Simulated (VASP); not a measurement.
Write the native input for VASP 6.6.1 that does the following.

| Property | Result |
| --- | --- |
| Task | single point |
| Functional | PBE |
| Potentials or basis | VASP PAW PBE potentials, release 64 (Co) |
| Cutoff | 520 eV |
| k mesh | 1 × 1 × 29 |
| Occupations | gaussian, width 0.05 eV |
| Spin | collinear spin, typed start |
| Starting moments | [1.99] μB |
| Dipole correction | no |
| Further INCAR settings | ALGO = Normal; EDIFF = 1e-06; NBANDS = 14 |

The structure of Co lies in POSCAR:

```
Co
1.0
    9.0000000000      0.0000000000      0.0000000000
    0.0000000000      9.3000000000      0.0000000000
    0.0000000000      0.0000000000      2.1530156095
Co
1
Direct
    0.5000000000      0.5000000000      0.0000000000
```

The input as run:

INCAR

```
PREC = Accurate
ENCUT = 520
EDIFF = 1E-6
ISMEAR = 0
SIGMA = 0.05
LREAL = F
LASPH = T
NELM = 150
ALGO = Normal
ISIF = 2
LWAVE = F
LCHARG = T
ISPIN = 2
MAGMOM = 1.99
LORBIT = 11
LMAXMIX = 4
GGA = PE
LELF = T
LVHAR = T
NBANDS = 14
```

KPOINTS

```
regular mesh
0
Gamma
  1 1 29
```

Potentials or basis: VASP PAW PBE potentials, release 64 (Co).

Run with:

```sh
$ cat potpaw_PBE.64/Co/POTCAR > POTCAR
$ mpirun -np 1 vasp_std > vasp.out
```

It gave:

* Band gap on the k mesh: none (metal or under the smearing width)
* Net moment: 2.17 μB per cell
* Site moments: Co +2.12 μB
* Valence electrons inside the program's atomic spheres: Co 7.95

Run time: 81 s on 1 thread of Intel(R) Xeon(R) Platinum 8488C (Sapphire Rapids), on a shared host, peak memory 0.33 GiB.
